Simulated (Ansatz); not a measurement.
ZnS (F-43m), ideal shear of a crystal plane

Method: Ansatz 0.2.0, DFT PBE, scalar-relativistic, plane waves, PAW. Cutoff 420 eV, Γ-centred 8×8×3 k-points, Gaussian smearing of 0.05 eV. No spin polarisation. Energies are free energies at this smearing, counted from the undisturbed cell; pressure is positive in compression.

The undisturbed cell (as given, not relaxed at this level; it stands at 1.4 GPa):

```xyz
6
Lattice="2.7046 -2.7046 0.0000 2.7046 0.0000 -2.7046 5.4093 5.4093 5.4093" Properties=species:S:1:pos:R:3 pbc="T T T"
Zn    4.2825   -1.1268   -1.1268
Zn    4.2825    4.2825    4.2825
Zn    4.2825    1.5779    1.5779
S     8.3395    2.9302    2.9302
S     2.9302    2.9302    2.9302
S     2.9302    0.2256    0.2256
```

The cut lies on the cell's a–b face, a (1 -1 1) plane (indices in the standard cell, whose axes needn't be the Cartesian ones shown) of area 12.67 Å², between layers 2.34 Å apart. Vector c is tilted by f times 1·a + 0·b (length 3.825 Å) with the atoms' Cartesian places fixed: one unrelaxed fault a cell. The traction is dγ/du, the slope of γ against the slip u in Å. Some rows repeat others by symmetry and weren't run.

| f | γ (mJ/m²) | traction (GPa) |
| --- | --- | --- |
| 0.0000 | 0 | 0.0 |
| 0.1000 | 58 | 3.1 |
| 0.2000 | 238 | 6.3 |
| 0.3000 | 519 | 7.9 |
| 0.4000 | 797 | 5.9 |
| 0.5000 | 918 | 0.0 |
| 0.6000 | 797 | -5.9 |
| 0.7000 | 519 | -7.9 |
| 0.8000 | 238 | -6.3 |
| 0.9000 | 58 | -3.1 |

**Question.** Read off the first barrier and the stress needed to climb it, and compare with Frenkel's sinusoid.

**Answer.** The first sampled maximum lies at f = 0.500, a slip of 1.91 Å, with γ ≈ 918 mJ/m², which stands in for the unstable fault energy γ_us, and the steepest sampled slope before it is 7.9 GPa. A sinusoid γ = γ_us sin²(πu/λ) with its maximum there has λ = 3.82 Å and a largest slope πγ_us/λ = 7.5 GPa (1 mJ/m² per Å = 0.01 GPa). The stand-in is too high: the stress and forces give a traction of 3.0 GPa across the line at this point, so it is no saddle, and slip that bends off the line crosses lower.

**Question.** Is there a metastable fault on this line?

**Answer.** Apart from points where γ returns to about zero, no local minimum shows among the samples, so at this sampling the line offers no fault for a dislocation to split on; a fault can still lie off the line.

The cut is rigid; relaxing the faces lowers these energies and usually the stresses. The start isn't at rest at this level: it stands under 1.4 GPa with forces up to 0.00 eV/Å, so these aren't the figures of the relaxed crystal.

Cost: 6 runs of about 3.1 core-minutes in all, on Intel Xeon Platinum 8259CL (Skylake/Cascade Lake) (shared hosts).